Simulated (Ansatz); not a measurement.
Runs of Ansatz 0.2.0 on SiNi3. It takes space group Pm-3m (No. 221, cubic). Conventional cell: a = 3.542 Å, b = 3.542 Å, c = 3.542 Å, α = 90.00°, β = 90.00°, γ = 90.00°. Ni (site symmetry 4/mmm) has 8 Ni at 2.50 Å and 4 Si at 2.50 Å as nearest neighbours. Si (site symmetry m-3m) has 12 Ni at 2.50 Å as nearest neighbours. 

```tsv
task	spin	fixed moment (μB)	cell	cutoff (eV)	basis error allowed	pressure (GPa)
single point	collinear, ferromagnetic start	-	atoms moved at random, drawn with an rms of 0.05 Å	330	0.001 eV/atom	-5.3
single point	collinear, ferromagnetic start	3.6	as given	283	0.002 eV/atom	5.2
single point	collinear, ferromagnetic start	1.5	as given	283	0.002 eV/atom	-3.7
single point	collinear, ferromagnetic start	2.2	as given	283	0.002 eV/atom	(b)
single point	collinear, ferromagnetic start	0.8	as given	283	0.002 eV/atom	(a)
single point	collinear, ferromagnetic start	3.0	as given	283	0.002 eV/atom	2.0
```

Alike in all rows: level PBE; potentials or basis all-electron LAPW, scalar-relativistic; k mesh 8 × 8 × 8; smearing fermi-dirac 0.05 eV.

Fill in the values left out.

(a) -5.2; (b) -1.6.

Caveats: the total moment is fixed, so each spin has its own Fermi level (some runs); the starting moments weren't kept (some runs).
